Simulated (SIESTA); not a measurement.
Runs of SIESTA 5.4.2 on MnO. The structure is cubic, space group Fm-3m (No. 225). The conventional cell has a = 4.448 Å, b = 4.448 Å, c = 4.448 Å, α = 90.00°, β = 90.00°, γ = 90.00°. Around Mn (site symmetry m-3m) lie 6 O at 2.22 Å. O (site symmetry m-3m) has 6 Mn at 2.22 Å as nearest neighbours. The cell is a database's computed one.

| task | level | potentials or basis | cell | k mesh | gap on the mesh (eV) | pressure (GPa) | moment (μB) |
| --- | --- | --- | --- | --- | --- | --- | --- |
| band structure | LDA | PseudoDojo 0.4 standard (LDA files), DZP (energy shift 0.003 Ry; two zetas on semicore shells) | as given | 10 × 10 × 10 | none | (a) | 4.66 |
| single point | PBEsol | PseudoDojo 0.4 standard (PBEsol files), DZP (energy shift 0.003 Ry; two zetas on semicore shells) | atoms moved at random, drawn with an rms of 0.05 Å | 10 × 10 × 10 | none | -5.3 | 4.80 |
| band structure | PBEsol | PseudoDojo 0.4 standard (PBEsol files), DZP (energy shift 0.003 Ry; two zetas on semicore shells) | as given | 10 × 10 × 10 | none | -5.9 | 4.80 |
| single point | PBEsol | PseudoDojo 0.4 standard (PBEsol files), DZP (energy shift 0.003 Ry; two zetas on semicore shells) | as given | 10 × 10 × 10 | none | -5.9 | 4.80 |

Alike in all rows: spin collinear, ferromagnetic start; smearing fermi-dirac 0.05 eV; grid cutoff 800 Ry; energy shift 0.003 Ry.

Task: Fill in the values left out.

Result: (a) -14.9.

Caveats: short orbitals over semicore shells can move pressures by several GPa; the basis of atomic orbitals isn't converged, which shifts pressures, moduli and gaps; a cell with one magnetic atom can't hold antiferromagnetic order, which such compounds often take; semilocal functionals often make such compounds metallic where correlation or magnetic order opens a gap, which also shifts bond lengths.

A gap of «none» marks a metal or a gap under the smearing width.

Runs at the PBE level aren't shown here.
